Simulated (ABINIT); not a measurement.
Runs of ABINIT 10.8.3 (patched build) on Rh. Symmetry: Fm-3m, No. 225, cubic system. The conventional cell has a = 3.796 Å, b = 3.796 Å, c = 3.796 Å, α = 90.00°, β = 90.00°, γ = 90.00°. Around Rh (site symmetry m-3m) lie 12 Rh at 2.68 Å. 

```tsv
task	level	spin	k mesh	mesh quality	gap on the mesh (eV)	pressure (GPa)	V0 of scaled cells (Å³/atom)	B0 (GPa)
equation of state	AM05	off	12 × 12 × 12	not flagged	-	-	(c)	298
single point	PBE	off	7 × 7 × 7	coarse	none	6.1	-	-
band structure	revPBE	SOC, no magnetisation	12 × 12 × 12	not flagged	none	10.8	-	-
equation of state	PBE+D3	off	12 × 12 × 12	not flagged	-	-	(a)	285
equation of state	RPBE	off	12 × 12 × 12	not flagged	-	-	(b)	251
```

Alike in all rows: potentials or basis JTH PAW PBE v2.0; cell as given; cutoff (eV) 544; smearing fermi-dirac 0.05 eV.

Question: Estimate the missing entries.

Answer: (a) 13.63; (b) 14.27; (c) 13.43.

Caveats: some runs use coarse meshes; pressures at fixed basis lie under the slope of the energies (some runs); the PAW data sets were made with another functional, which shifts forces and pressure a little (some runs).

A k mesh can miss the band edges, and rows without SOC leave out spin-orbit coupling on Rh.

A gap of «none» marks a metal or a gap under the smearing width.
